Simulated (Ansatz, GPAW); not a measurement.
This is a calculation of InP for Ansatz 0.2.0. 

Contents of input.yaml:

```yaml
crystal:
  lattice:
    - [0.0, 2.9305, 2.9305]
    - [2.9305, 0.0, 2.9305]
    - [2.9305, 2.9305, 0.0]
  atoms:
    - { symbol: In, position: [0.0, 0.0, 0.0] }
    - { symbol: P, position: [0.75, 0.75, 0.75] }
kpoints:
  mp_grid: { grid: [8, 8, 8] }
scf:
  occupations: { method: gaussian, width: 0.015 }
hamiltonian:
  xc: pbe
  pseudopotentials: { kind: all_electron, lapw: { basis_error: 0.001 } }
output:
  forces: true
  stress: true
  eigenvalues: true
```

Potentials or basis: all-electron LAPW, scalar-relativistic.

The run is started by

```bash
$ ansatz run input.yaml --threads 1 --pin off --max-ram 3072MiB --backend cpu --events-out ev --progress --plain --runs-dir out
```

Task: Translate it to GPAW 26.7.0 (ASE script). Potentials or basis there: GPAW PAW data sets (gpaw-data 1.2.1), cutoff 600 eV.

Result: As run (cutoffs and basis follow the program's own potentials, and thresholds, step limits or extra output files can differ):

The input run.py:

```python
from ase.dft.bandgap import bandgap
from ase.io import read, write
from ase.units import GPa
from gpaw import GPAW, PW

atoms = read('POSCAR')

calc = GPAW(mode=PW(600),
            xc='PBE',
            kpts={'size': (8, 8, 8), 'gamma': True},
            occupations={'name': 'methfessel-paxton', 'order': 0, 'width': 0.015},
            nbands=18,
            convergence={'density': 1e-05, 'energy': 1e-05},
            maxiter=150,
            txt='gpaw.txt')
atoms.calc = calc
energy = atoms.get_potential_energy()
forces = atoms.get_forces()
stress = atoms.get_stress()
calc.write('gs.gpw')
write('result.traj', atoms)
print(f'Energy: {energy:.6f} eV')
print('Forces (eV/A):')
print(forces.round(4))
print('Stress (GPa):', (stress / GPa).round(3))
print('Fermi level:', round(calc.get_fermi_level(), 4), 'eV')
print(f'Gap: {bandgap(calc)[0]:.4f} eV, direct: {bandgap(calc, direct=True)[0]:.4f} eV')
```

Contents of POSCAR:

```
InP
1.0
    0.0000000000      2.9305000000      2.9305000000
    2.9305000000      0.0000000000      2.9305000000
    2.9305000000      2.9305000000      0.0000000000
In P
1 1
Direct
    0.0000000000      0.0000000000      0.0000000000
    0.7500000000      0.7500000000      0.7500000000
```

Potentials or basis: GPAW PAW data sets (gpaw-data 1.2.1), pw.

Launch:

```sh
$ OMP_NUM_THREADS=1 python run.py
```

Both were run:

|  | Ansatz | GPAW |
| --- | --- | --- |
| Pressure | 3.3 GPa | 3.0 GPa |

Where Ansatz's input types no cutoff or centring, it takes its own default and a Γ-centred mesh.

Pressure is positive in compression.
